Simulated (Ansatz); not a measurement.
Wanted: the native input for an Ansatz 0.2.0 run.

```yaml
Task: elastic constants
Functional: PBE
Potentials_or_basis: all-electron LAPW, scalar-relativistic
Cutoff: 346 eV (chosen from the basis error)
Basis_error_allowed: 0.001 eV/atom
k_mesh: 7 × 7 × 7
Occupations: fermi-dirac, width 0.05 eV
Spin: collinear spin, ferromagnetic start
Starting_moments: "[4.0, 0.0] μB"
```

The system is MnO.

```
Mn O
1.0
     0.00000    2.22391    2.22391
     2.22391    0.00000    2.22391
     2.22391    2.22391    0.00000
Mn O
1 1
Direct
  0.00000 0.00000 0.00000
  0.50000 0.50000 0.50000
```

The cell is a database's computed one.

The input as run:

input.yaml

```yaml
crystal:
  lattice:
    - [0.0, 2.2239077028, 2.2239077028]
    - [2.2239077028, 0.0, 2.2239077028]
    - [2.2239077028, 2.2239077028, 0.0]
  atoms:
    - { symbol: Mn, position: [0.0, 0.0, 0.0], spin: 4.0 }
    - { symbol: O, position: [0.5, 0.5, 0.5] }
kpoints:
  mp_grid: { grid: [7, 7, 7] }
scf:
  occupations: { method: fermi_dirac, width: 0.05 }
hamiltonian:
  xc: pbe
  pseudopotentials: { kind: all_electron, lapw: { basis_error: 0.001 } }
magnetization:
  spin_polarized: true
output:
  forces: true
  stress: true
elastic:
  mode: relaxed_ion
  stencil: two_point
```

Potentials or basis: all-electron LAPW, scalar-relativistic.

The run is started by

```bash
$ ansatz run input.yaml --threads 2 --pin off --max-ram 6144MiB --backend cpu --events-out ev --progress --plain --runs-dir out
```

It gave:

The pressure is -1.4 GPa. The band gap on the k mesh is none (metal or under the smearing width). The net moment is 4.72 μB per cell, the absolute moment is 4.72 μB per cell and the site moments are Mn +4.25; O +0.22 μB. The elastic constants C11, C12, C44 are 84, 139, 63 GPa and the voigt bulk modulus is 120 GPa.

Caveat: the k mesh is thin for a metal, which can move the energy by tens of meV per atom; a metal's response needs a denser mesh; the elastic tensor has a negative eigenvalue, so either the cell is unstable as it stands or the mesh is too thin; a cell with one magnetic atom can't hold antiferromagnetic order, which such compounds often take; semilocal functionals often make such compounds metallic where correlation or magnetic order opens a gap, which also shifts bond lengths.

It took 38 s on 2 threads of Intel(R) Xeon(R) Platinum 8488C (Sapphire Rapids) (shared host), peak memory 0.49 GiB.
